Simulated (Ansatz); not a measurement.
# SnO2 (P4_2/mnm), random displacements

The calculation used DFT r2SCAN, scalar-relativistic, plane waves, PAW (Ansatz). Cutoff 500 eV, Γ-centred 6×6×8 k-points, Gaussian smearing of 0.05 eV. No spin polarisation. Energies are free energies at this smearing, counted from the undisturbed cell; pressure is positive in compression.

Zero of the scan (relaxed at this level):

```
Sn O
1.0
     4.75982    0.00000    0.00000
     0.00000    4.76006    0.00000
     0.00000    0.00000    3.20071
Sn O
2 4
Direct
  0.50000 0.50000 0.50000
  0.00000 0.00000 0.00000
  0.30586 0.30596 0.00000
  0.80586 0.19404 0.50000
  0.19414 0.80596 0.50000
  0.69414 0.69404 0.00000
```

The atoms are displaced (Å, in the unstrained cell):

```tsv
atom	ux	uy	uz
Sn1	-0.030	-0.076	0.055
Sn2	-0.014	0.082	-0.029
O3	-0.014	-0.065	0.011
O4	0.034	0.033	-0.032
O5	0.045	-0.044	-0.039
O6	-0.021	0.070	0.033
```

Strain (Voigt, engineering shear): (-0.0023, -0.0008, -0.0020, -0.0005, -0.0056, 0.0176).

What are the energy change, the stress and the forces?

ΔE = 64.3 meV/atom; stress (xx, yy, zz, yz, xz, xy; compression positive) (2.94, -0.34, 1.88, -0.57, 0.08, -2.91) GPa; gap on the mesh 1.38 eV.
| atom | Fx (eV/Å) | Fy | Fz |
| --- | --- | --- | --- |
| Sn1 | 0.58 | 2.24 | -0.57 |
| Sn2 | 0.18 | -3.36 | -0.01 |
| O3 | 0.95 | 0.73 | 0.23 |
| O4 | -0.27 | 0.33 | 0.21 |
| O5 | -1.15 | 1.02 | 0.31 |
| O6 | -0.29 | -0.96 | -0.17 |

Cost: 1 run of about 1.6 core-minutes, on Intel Xeon Processor @ 2.50GHz (Skylake/Cascade Lake) (shared hosts).